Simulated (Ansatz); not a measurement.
Crystal: Se.

```
Se
1.0
     4.36620    0.00000    0.00000
    -2.18310    3.78124    0.00000
     0.00000    0.00000    4.95360
Se
3
Direct
  0.77460 0.77460 0.00000
  0.00000 0.22540 0.66667
  0.22540 0.00000 0.33333
```

| Item | Value |
| --- | --- |
| Program | Ansatz 0.2.0 |
| Task | relaxation of cell and atoms |
| Functional | BLYP |
| Dispersion | D3(BJ) |
| Potentials or basis | Ansatz PAW |
| Cutoff | 420 eV (not typed: the program's choice for these potentials) |
| k mesh | 7 × 7 × 6 |
| Occupations | fermi-dirac, width 0.05 eV |
| Spin | no spin polarisation |

At the start: volume 27.26 Å³/atom.

Question: Where does the relaxation end?

Answer: It ends after 7 steps and the volume is 24.79 Å³/atom (-9.1 %); space group P3_121 (No. 152, to 0.05 Å).

Step by step:
```csv
step,energy change (eV),largest force (eV/Å),volume (Å³)
1,0.0000,0.7160,81.78
2,-0.0968,0.2324,75.36
3,-0.1235,0.0212,75.71
4,-0.1254,0.0108,73.66
5,-0.1260,0.0009,74.37
6,-0.1260,0.0009,74.38
7,-0.1252,0.0009,74.38
```

Final structure:
```cif
data_structure
_symmetry_space_group_name_H-M 'P 1'
_symmetry_Int_Tables_number 1
_cell_length_a 4.0767
_cell_length_b 4.0767
_cell_length_c 5.1675
_cell_angle_alpha 90.000
_cell_angle_beta 90.000
_cell_angle_gamma 120.000
_cell_volume 74.38
loop_
_atom_site_label
_atom_site_type_symbol
_atom_site_fract_x
_atom_site_fract_y
_atom_site_fract_z
_atom_site_occupancy
Se1 Se 0.75068 0.75068 0.00000 1
Se2 Se 0.00000 0.24932 0.66667 1
Se3 Se 0.24932 0.00000 0.33333 1
```

Caveat: the plane-wave basis is chosen anew once the cell has moved, so the energies of steps on either side of that aren't comparable; the PAW data sets come from PBE, with cores solved anew for the run's functional, which leaves a small shift of forces and pressure.
